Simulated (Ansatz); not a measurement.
SnO2 (rutile type), DFT, PBEsol, PAW with Ansatz's default frozen-core files, scalar-relativistic (Ansatz 0.2.0), on 2 threads of Intel(R) Xeon(R) Processor @ 2.50GHz (Skylake/Cascade Lake) (shared host).

Command: `ansatz run input.yaml --threads 2 --pin off --max-ram 5120MiB --backend cpu --events-out ev --progress --plain --runs-dir out`

```yaml
crystal:
  lattice:
    - [4.152553818, 0.0, 0.0]
    - [0.0, 4.152553818, 0.0]
    - [0.0, 0.0, 3.0501222103]
  atoms:
    - { symbol: Sn, position: [0.0, 0.0, 0.0] }
    - { symbol: Sn, position: [0.5, 0.5, 0.5] }
    - { symbol: O, position: [0.3085071908, 0.3085071908, 0.0] }
    - { symbol: O, position: [0.6914928092, 0.6914928092, 0.0] }
    - { symbol: O, position: [0.8085071908, 0.1914928092, 0.5] }
    - { symbol: O, position: [0.1914928092, 0.8085071908, 0.5] }
kpoints:
  mp_grid: { grid: [8, 8, 11] }
scf:
  occupations: { method: fermi_dirac, width: 0.1 }
hamiltonian:
  xc: pbesol
  pseudopotentials: { kind: paw }
output:
  forces: true
  stress: true
  eigenvalues: true
  populations: true
  write_density: true
  write_potential: true
  elf: true
  volumetric_format: npy
```

(1) How large is the problem that the program sets up?

(2) About how long does it take?

Results:

(1) 90 irreducible k-points, 1019 plane waves at Γ, 32 bands.

(2) 10 s of wall time for 6 SCF iterations. Times on shared machines scatter by tens of per cent.
